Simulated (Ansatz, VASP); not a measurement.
SiNi3: VASP beside Ansatz

Contents of INCAR:

```
ALGO     = Normal         # electronic algorithm
EDIFF    = 1E-7           # SCF threshold, eV
ENCUT    = 520            # plane-wave cutoff, eV
GGA      = PS             # functional
ISIF     = 2              # what is computed and relaxed
ISMEAR   = -1             # smearing method
ISPIN    = 2              # spin polarisation
LASPH    = True           # aspherical terms in the spheres
LCHARG   = False          # write CHGCAR
LMAXMIX  = 4              # l up to which the mixer works
LORBIT   = 11             # projections on sites
LREAL    = False          # projectors in reciprocal space
LWAVE    = False          # write WAVECAR
MAGMOM   = 1 1 1 0        # initial moments
NBANDS   = 29             # bands
NELM     = 150            # most SCF steps
PREC     = Accurate       # precision mode
SIGMA    = 0.05           # smearing width, eV
```

The input KPOINTS:

```
k-points
0
Gamma
  4 4 4
```

File POSCAR:

```
SiNi3
1.0
    3.5420000000      0.0000000000      0.0000000000
    0.0000000000      3.5420000000      0.0000000000
    0.0000000000      0.0000000000      3.5420000000
Ni Si
3 1
Direct
    0.5000000000      0.5000000000      0.0000000000
    0.5000000000      0.0000000000      0.5000000000
    0.0000000000      0.5000000000      0.5000000000
    0.0000000000      0.0000000000      0.0000000000
```

Contents of input.yaml:

```yaml
crystal:
  lattice:
    - [3.542, 0.0, 0.0]
    - [0.0, 3.542, 0.0]
    - [0.0, 0.0, 3.542]
  atoms:
    - { symbol: Ni, position: [0.5, 0.5, 0.0], spin: 1.0 }
    - { symbol: Ni, position: [0.5, 0.0, 0.5], spin: 1.0 }
    - { symbol: Ni, position: [0.0, 0.5, 0.5], spin: 1.0 }
    - { symbol: Si, position: [0.0, 0.0, 0.0] }
hamiltonian:
  xc: pbesol
  pseudopotentials: { kind: paw }
magnetization:
  spin_polarized: true
kpoints:
  mp_grid: { grid: [4, 4, 4] }
  band_path:
    path:
      - [[0.0, 0.0, 0.0], [0.0, 0.5, 0.0], [0.5, 0.5, 0.0], [0.0, 0.0, 0.0], [0.5, 0.5, 0.5], [0.0, 0.5, 0.0]]
      - [[0.5, 0.5, 0.0], [0.5, 0.5, 0.5]]
    npoints: 14
scf:
  occupations: { method: fermi_dirac, width: 0.05 }
  n_extra_bands: 10
output:
  forces: true
  stress: true
  eigenvalues: true
  fatbands: false
```

Alike in both runs: functional PBEsol; k mesh 4 × 4 × 4; occupations fermi-dirac, width 0.05 eV; collinear spin.

|  | VASP | Ansatz |
| --- | --- | --- |
| version | VASP 6.6.1 | Ansatz 0.2.0 |
| potentials or method | VASP PAW PBE potentials, release 64 (Ni, Si) | Ansatz PAW |
| plane-wave cutoff (eV) | 520 | 420 |
| valence electrons in the cell | 34 | 58 |
| task | single point | band structure |

|  | VASP | Ansatz | Ansatz less VASP |
| --- | --- | --- | --- |
| gap on the k mesh at the Fermi level (eV) | none | none | - |
| pressure (GPa) | -13.8 | -14.1 | -0.23 |
| net moment per atom (μB) | 0.00 | 0.00 | 0.000 |

A gap of «none» marks a metal or a gap that the smearing closes. The two sets of potentials don't hold the same shells in valence.

Caveats: the k mesh is coarse (spacing up to 0.44 Å⁻¹), so the values aren't converged; the PAW data sets were made with another functional, which shifts forces and pressure a little (VASP); the PAW data sets come from PBE, with cores solved anew for the run's functional, which leaves a small shift of forces and pressure (Ansatz); the starting moments weren't kept (Ansatz).
